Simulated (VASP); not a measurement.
Input of a VASP 6.6.1 run:

File INCAR:

```
PREC = Accurate
ENCUT = 600
EDIFF = 1E-7
ISMEAR = 0
SIGMA = 0.1
LREAL = F
LASPH = T
NELM = 100
ALGO = Normal
ISIF = 3
LWAVE = F
LCHARG = F
GGA = PS
IBRION = 2
NSW = 90
EDIFFG = -0.005
```

The input KPOINTS:

```
regular mesh
0
Gamma
  14 10 6
```

POSCAR

```
Te
1.0
    3.1307690000      0.0000000000      0.0000000000
    0.0000000000      4.7429080000      0.0000000000
    0.0000000000      0.0000000000      8.9856130000
Te
4
Direct
    0.5000000000      0.5452710000      0.7608140000
    0.5000000000      0.4547290000      0.2608140000
    0.5000000000      0.9874680000      0.0091860000
    0.5000000000      0.0125320000      0.5091860000
```

Potentials or basis: VASP PAW PBE potentials, release 64 (Te).

The run is started by

```console
$ cat potpaw_PBE.64/Te/POTCAR > POTCAR
$ mpirun -np 1 vasp_std > vasp.out
```

(1) Predict the band gap on the k mesh.

(2) Predict the space group after relaxing (to 0.05 Å).

(3) Estimate the relaxed cell.

Results:

(1) none (metal or under the smearing width).

(2) Cmmm (No. 65).

(3) a = 3.158 Å, b = 4.471 Å, c = 8.856 Å, α = 90.00°, β = 90.00°, γ = 90.00°.
